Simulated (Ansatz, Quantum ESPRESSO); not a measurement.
# PtAl2(111), 3 trilayers against a metal electrode: the electrode's level over the Fermi level at a withheld member of a series

How the rows were computed: Quantum ESPRESSO 7.5, PBE, GBRV ultrasoft. The slab is relaxed neutral, then held. ESM with bc3: vacuum below and a metal electrode about 6 Å above the top atoms. Cold smearing of 0.02 Ry. Charges are set per cell from the starting area. The slabs take the lattice constants of the bulk relaxed by the same program. The series steps the charge of the slab (positive: electrons removed).

| charge of the slab | electrode's level over the Fermi level (eV) |
| --- | --- |
| 1 ×10¹³ e/cm² | 5.006 |
| 2 ×10¹³ e/cm² | 5.890 |
| 3 ×10¹³ e/cm² | 6.780 |
| 6 ×10¹³ e/cm² | 9.491 |
| 7 ×10¹³ e/cm² | 10.406 |
| 8 ×10¹³ e/cm² | 11.326 |

**Question.** What is the electrode's level over the Fermi level at 4.5 ×10¹³ e/cm²?

By hand: The rows at 3 ×10¹³ e/cm² and 6 ×10¹³ e/cm² give a slope of (9.491 − (6.780))/(6 − (3)) = 0.9037, so a straight line gives 8.136 eV. A parabola through these and the row at 2 ×10¹³ e/cm² gives 8.128 eV.

**Check.** 8.129 eV. The line misses by +0.007 and the parabola by −0.001 eV. Both misses are under 5 % of the step from the nearer row.

Caveats: Vacuum fills the gap; ions don't answer the charge; added electrons can spill towards the electrode at the most negative charges. Members without a usable value, or on the other side of zero field or charge, are not listed.
